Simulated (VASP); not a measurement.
A run of VASP 6.6.1:

INCAR

```
SYSTEM = Rh
  PREC = Accurate
  ENCUT = 600
  EDIFF = 1E-6
  ISMEAR = -1
  SIGMA = 0.05
  LREAL = .False.
  LASPH = .True.
  NELM = 60
  ALGO = Fast
  ISIF = 3
  LWAVE = .False.
  LCHARG = .False.
  GGA = CA
  IBRION = 2
  NSW = 60
  EDIFFG = -0.005
```

KPOINTS

```
regular mesh
0
Gamma
  10 10 6
  0 0 0
```

File POSCAR:

```
Rh
1.0
    2.7309790422      0.0000000000      0.0000000000
   -1.3654895211      2.3650972278      0.0000000000
    0.0000000000      0.0000000000      4.4284890000
Rh
2
Direct
    0.3333333333      0.6666666667      0.2500000000
    0.6666666667      0.3333333333      0.7500000000
```

Potentials or basis: VASP PAW LDA potentials, release 64 (Rh_pv).

Launch:

```console
$ cat potpaw_LDA.64/Rh_pv/POTCAR > POTCAR
$ mpirun -np 1 vasp_std > vasp.out
```

Hardware: 1 thread of Intel(R) Xeon(R) Platinum 8488C (Sapphire Rapids), with other jobs on the host.

Question: How long does it take, and how much memory?

Answer: It took 90 s on 1 thread of Intel(R) Xeon(R) Platinum 8488C (Sapphire Rapids), with other jobs on the host, peak memory 0.17 GiB. Counts: scf iterations 71, k points 56, ion steps 11.
